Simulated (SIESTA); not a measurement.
Nb: band structure with PBE

Crystal: Nb.

```
CELL_PARAMETERS angstrom
-1.66395 1.66395 1.66395
1.66395 -1.66395 1.66395
1.66395 1.66395 -1.66395
ATOMIC_POSITIONS crystal
Nb 0.00000 0.00000 0.00000
```

| Property | Result |
| --- | --- |
| Program | SIESTA 5.4.2 |
| Task | band structure |
| Functional | PBE |
| Potentials or basis | PseudoDojo 0.4 standard (PBE files) |
| Basis | DZP (energy shift 0.003 Ry; two zetas on semicore shells) |
| Grid cutoff | 800 Ry |
| Energy shift | 0.003 Ry |
| k mesh | 11 × 11 × 11 |
| Occupations | fermi-dirac, width 0.05 eV |
| Spin | no spin polarisation |

- Pressure: -0.7 GPa
- Band gap on the k mesh: none (metal or under the smearing width)

Levels at the corners of the path, in eV from the Fermi level:
```csv
point,band 3,band 4,band 5,band 6,band 7,band 8,band 9,band 10
Γ,-29.77,-29.77,-5.87,0.36,0.36,0.36,3.26,3.26
H,-30.63,-30.63,-3.60,-3.60,5.44,5.44,5.44,9.40
N,-30.16,-29.77,-3.63,-1.60,2.25,3.23,3.91,6.20
Γ,-29.77,-29.77,-5.87,0.36,0.36,0.36,3.26,3.26
P,-30.41,-30.41,-1.08,-1.08,-1.08,4.00,4.00,10.02
H,-30.63,-30.63,-3.60,-3.60,5.44,5.44,5.44,9.40
P,-30.41,-30.41,-1.08,-1.08,-1.08,4.00,4.00,10.02
N,-30.16,-29.77,-3.63,-1.60,2.25,3.23,3.91,6.20
```

It took 51 s on 1 thread of Intel(R) Xeon(R) 6975P-C (Granite Rapids), with other jobs on the host, peak memory 0.33 GiB.

Caveat: the basis of atomic orbitals isn't converged, which shifts pressures, moduli and gaps.
